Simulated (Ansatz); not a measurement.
The structure comes from a relaxation in the same program, started in the zincblende type, and has space group F-43m. Whether it is a known phase or the ground state wasn't checked.

MgS: DFT, PBE, all-electron PAW with datasets made for the crystal, scalar-relativistic (Ansatz 0.2.0).

Command: `ansatz run input.yaml --threads 1 --pin off --max-ram 2048MiB --backend cpu --events-out ev --progress --plain --runs-dir out` The run took about 13 s on 1 thread of a shared machine.

```yaml
crystal:
  lattice:
    - [0.0, 2.8483745724, 2.8483745724]
    - [2.8483745724, 0.0, 2.8483745724]
    - [2.8483745724, 2.8483745724, 0.0]
  atoms:
    - { symbol: Mg, position: [0.0, 0.0, 0.0] }
    - { symbol: S, position: [0.25, 0.25, 0.25] }
kpoints:
  mp_grid: { grid: [13, 13, 13] }
  band_path:
    path:
      - [0.0, 0.0, 0.0]
      - [-0.5, -0.5, 0.0]
      - [-0.375, -0.375, 0.25]
      - [-0.375, 0.0, 0.375]
      - [0.0, 0.0, 0.0]
      - [0.0, 0.0, 0.5]
      - [-0.5, -0.25, 0.25]
      - [-0.5, -0.5, 0.0]
    npoints: 8
scf:
  occupations: { method: fermi_dirac, width: 0.05 }
hamiltonian:
  xc: pbe
  pseudopotentials: { kind: all_electron, datasets: crystal }
output:
  forces: true
  stress: true
  eigenvalues: true
  efg: { contact_densities: true }
```

Output:

```
hamiltonian.pseudopotentials.datasets: crystal makes datasets for this crystal and solves the spheres of its atoms anew in each pass: cutoff 200.0 eV, the density's 1000.0 eV; for an error of 0.50 meV an atom under PBE, 1.0 meV for the cell; an energy difference from a run of another recipe may be off by several times the error for the cell, under r2SCAN by more, where some 0.1 meV an atom stays at smaller errors; Mg in spheres of 1.122 Å, 2 of its electrons in bands, 8 on its site; S in spheres of 1.339 Å, 6 of its electrons in bands; only band paths and densities of states list, in semicore columns, the levels of the semicore shells that are solved separately: 2s of Mg, 2p of Mg
Engine: ansatz 0.2.0
Pseudopotentials: kind: all_electron
Pseudopotential: Mg, paw, valence charge 10, recommended cutoff 200 eV (normal), Koelling and Harmon's equation, gaussian nucleus
Pseudopotential: S, paw, valence charge 6, recommended cutoff 200 eV (normal), Koelling and Harmon's equation, gaussian nucleus
Functional definition: PBE
  parameter kappa = 0.804
  parameter beta = 0.06672455060314922
  exchange = pbe_x(kappa = kappa, mu = beta*pi^2/3)
  correlation = pbe_c(beta = beta)
Crystal: 2 atoms, lattice volume = 46.219 Å³
Basis set: ecut = 200 eV, 307 PW (Γ), exchange–correlation on 48×48×48 points (8 copies of the dense FFT grid, shifted against one another)
Bands: 8, of which v1, the nominal top of the filled ones, is band 4 counted from 1 (3 counted from 0)
Symmetry: 24 space group operations
Space group: F-43m (ITA 216), of the structure as read, at distance tolerance 3.6e-5 Å
k-points: 84 of 2197 (time reversal used)
Non-local potential: Mg, projectors of the file, l = 0: 1, l = 1: 1
Non-local potential: S, projectors of the file, l = 0: 1, l = 1: 1, l = 2: 2
PAW form: soft (Blöchl's): semilocal exchange-correlation on the pseudo side does not see the compensation charge
PAW one-centre angular grid: Mg, 110 points (default); XC on its mesh's 1947 points in the sphere
PAW one-centre angular grid: S, 110 points (default); XC on its mesh's 1979 points in the sphere
Initial density: superposition of atomic densities (neutral atoms: chi_scale 0, normalization atom)
Initial wavefunctions: pseudopotential atomic-orbital guess
Functional: x = pbe(κ = 0.804, μ = 0.2195149727645171), c = pbe(β = 0.06672455060314922)
iter 1 solved again at ethr=2.20e-2 eV; its pass at ethr=1.00e-1 eV (dr2=1.76e0 eV) is discarded
SCF iter   1: F=—  HF=-16317.374893 eV  |F-HF|=—  |Δ(HF+E_count)|=         —  Δρ=4.35e-2  dr2=1.76e0  ethr=2.20e-2  ⟨swp⟩=2.0  Hψ=4250  notcnv=0
preconditioner: auto → none  [insulator: Δε(μ)=3.967 eV  Ē_g=11.643 eV  σ=0.050 eV  W_gap=1.00  n_scr=8 (ndim 8)  ℏωp=15.4 eV  f_vac=0.000  D(μ)=0.00/eV (n_scr^D=0)  ε∞_Penn≈2.8]
iter 2 solved again at ethr=1.07e-3 eV; its pass at ethr=2.20e-2 eV (dr2=8.56e-2 eV) is discarded
SCF iter   2: F=—  HF=-16316.897947 eV  |F-HF|=—  |Δ(HF+E_count)|=   4.77e-1  Δρ=1.66e-2  dr2=8.67e-2  ethr=1.07e-3  ⟨swp⟩=2.6  Hψ=3159  notcnv=0  defer=1
SCF iter   3: F=—  HF=-16316.906353 eV  |F-HF|=—  |Δ(HF+E_count)|=   8.41e-3  Δρ=7.13e-3  dr2=1.79e-2  ethr=1.07e-3  ⟨swp⟩=2.0  Hψ=1345  notcnv=0  defer=1
SCF iter   4: F=—  HF=-16316.913839 eV  |F-HF|=—  |Δ(HF+E_count)|=   7.49e-3  Δρ=5.57e-4  dr2=2.49e-4  ethr=2.24e-4  ⟨swp⟩=2.7  Hψ=1836  notcnv=0  defer=7
SCF iter   5: F=—  HF=-16316.914299 eV  |F-HF|=—  |Δ(HF+E_count)|=   4.60e-4  Δρ=1.97e-4  dr2=2.15e-5  ethr=3.11e-6  ⟨swp⟩=3.0  Hψ=1781  notcnv=0  defer=2
SCF iter   6: F=—  HF=-16316.914305 eV  |F-HF|=—  |Δ(HF+E_count)|=   5.37e-6  Δρ=3.94e-5  dr2=1.07e-6  ethr=2.69e-7  ⟨swp⟩=2.0  Hψ=1021  notcnv=0  defer=2
SCF iter   7: F=-16316.914305 eV  HF=-16316.914305 eV  |F-HF|=2.88e-8  |Δ(HF+E_count)|=   6.14e-8  Δρ=7.00e-6  dr2=3.22e-8  ethr=1.33e-8  ⟨swp⟩=3.0  Hψ=1262  notcnv=0  defer=1
SCF 1 converged in 7 iterations: F = -16316.914302 eV  dr2 = 3.22e-8
  Residual-converged pass: ⟨swp⟩=4.0  Hψ=1568  notcnv=0  max |occ|·‖R‖ = 5.2e-6 eV (tolerance 5.3e-6 eV)  dr2=3.47e-8  dr2_onsite=2.64e-8  max |Δocc| = 1.2e-19
  greatest PAW one-centre occupation: 0.811 electrons in one spin orbital (limit 2), on the S atom at site 1 (counted from 0), in its partial waves of l = 0
NSCF: frozen V_eff on 57 k-points
SCF converged after 7 iterations
Free energy (F): -16316.914302 eV
Harris-Foulkes:  -16316.914302 eV  (|F-HF|=2.88e-8)
Internal energy: -16316.914302 eV  (E = F + TS)
E sigma→0 (E₀):  -16316.914302 eV
Past the cutoff: the bands carry plane waves up to 1.75 times it, of which those up to 1.5 times it add -0.000114 eV an atom, each by itself; the spheres take 0.000076 eV an atom off the energy for waves past 1.75 times it
By the cutoff:   a pressure is off by up to 0.005 GPa (1.2 times the spheres' own share and the shells' term, over an atom's volume, and 0.004 GPa: a bound that held against runs at twice the plane waves)
Past the cutoffs: a stress includes -0.0008 GPa for waves and charges beyond them, in addition to the slope of what the spheres take
In the spheres:  the bands' charges fall short by 9.6e-7 e at most (sound up to 1e-3), those of shells solved beside the bands by 3.1e-7 e (sound up to 5e-4)
Fermi energy:    5.001296 eV
--- Per-component energies (eV) ---
  The terms above E_closure are by the made datasets' own strengths, without shells solved beside the bands.
--- Forces (eV/Å), atoms counted from 1 ---
  atom   1  Mg     0.00000000    -0.00000000    -0.00000000
  atom   2  S     -0.00000000     0.00000000     0.00000000
  max |Σ_I F_I| component: 6.94e-17 eV/Å
--- Stress (GPa, compression-positive) ---
        0.024114       0.000000      -0.000000
       -0.000000       0.024114       0.000000
       -0.000000       0.000000       0.024114
  P = ⅓ Tr σ = 0.0241 GPa (0.241 kbar)
  It holds what live shells' own plane waves past their cutoff add
--- PAW observables at the nuclei: V_zz in 10²¹ V/m², potentials from the cell's mean, atoms counted from 1 ---
  atom   1  Mg V_zz =    +0.000000   η = 0.0000   by run symmetry: forbidden
            electrostatic potential = -1098.492537 V   contact ρ = 7802.304772 e/Å³
  atom   2  S  V_zz =    +0.000000   η = 0.0000   by run symmetry: forbidden
            electrostatic potential = -1630.398722 V   contact ρ = 19781.479886 e/Å³
--- Band table (eV; the first three rows and the last of 84) ---
  k-point 0: bands = ["-7.9878", "3.2183", "3.2183", "3.2183", "6.5876", "11.1026"]
  k-point 1: bands = ["-7.9551", "2.9304", "3.1977", "3.1977", "6.8751", "11.0132"]
  k-point 2: bands = ["-7.8619", "2.2889", "3.1425", "3.1425", "7.4796", "10.8599"]
  k-point 83: bands = ["-7.1193", "0.9266", "1.4541", "2.0027", "8.7312", "10.8391"]
```
